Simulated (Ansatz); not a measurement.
Runs of Ansatz 0.2.0 on CoO. The structure is trigonal, space group R3m (No. 160). The conventional cell has a = 3.204 Å, b = 3.204 Å, c = 7.699 Å, α = 90.00°, β = 90.00°, γ = 120.00°. Co (site symmetry 3m) has 4 O at 1.91 to 1.96 Å as nearest neighbours. Around O (site symmetry 3m) lie 4 Co at 1.91 to 1.96 Å. Measurements of this composition are mostly on another form, of space group No. 225.

| task | level | potentials or basis | spin | U | cell | k mesh | cutoff (eV) | smearing | driver | hubbard projectors | double counting | points for each segment of the path | gap on the mesh (eV) | pressure (GPa) | moment (μB) | largest force (eV/Å) |
| --- | --- | --- | --- | --- | --- | --- | --- | --- | --- | --- | --- | --- | --- | --- | --- | --- |
| density of states | m-r2SCAN | PseudoDojo standard | collinear, ferromagnetic start | - | cell strained at random at fixed volume | 8 × 8 × 8 | 1306 | cold 0.15 eV | chain | - | - | - | none | -16.5 | 1.61 | - |
| density of states | RPBE+D4+U | PseudoDojo standard | collinear, program default start | Co d U = 3 eV | volume scaled by 1.08 | 10 × 10 × 10 | 1306 | cold 0.1 eV | chain | ortho-atomic | fll (the default) | - | 0.58 | (a) | 3.00 | 0.32 |
| band structure | PBEsol+D3(BJ)+U | Ansatz PAW | collinear, program default start | Co d U = 4 eV | volume scaled by 1.25 | 9 × 9 × 9 | 420 | fermi-dirac 0.01 eV | chain | ortho-atomic (the default) | amf | 14 | 0.08 | -19.5 | 3.00 | 0.10 |
| band structure | PBEsol+D3(BJ)+U | Ansatz PAW | collinear, program default start | Co d U = 4 eV | volume scaled by 1.25 | 9 × 9 × 9 | 420 | fermi-dirac 0.01 eV | - | ortho-atomic (the default) | amf | 14 | 0.08 | -19.5 | 3.00 | 0.10 |
| Wannier functions | PBE | Ansatz PAW | collinear, random start | - | as given | 10 × 10 × 10 | 420 | tetrahedron | chain | - | - | - | none | - | 2.84 | - |

**Question.** Fill in the values left out.

**Answer.** (a) -0.1.

Caveats: a cell with one magnetic atom can't hold antiferromagnetic order, which such compounds often take; the magnetic or orbital state may not be the lowest (some runs); the potentials were made for another functional, which shifts forces and pressure (some runs); semilocal functionals often make such compounds metallic where correlation or magnetic order opens a gap, which also shifts bond lengths (some runs); the k mesh misses the band edges, so the gap on the mesh is wider than the one along the path (some runs); the meta-GGA runs on potentials made for a GGA (some runs); the PAW data sets come from PBE, with cores solved anew for the run's functional, which leaves a small shift of forces and pressure (some runs).

A gap of «none» marks a metal or a gap under the smearing width.
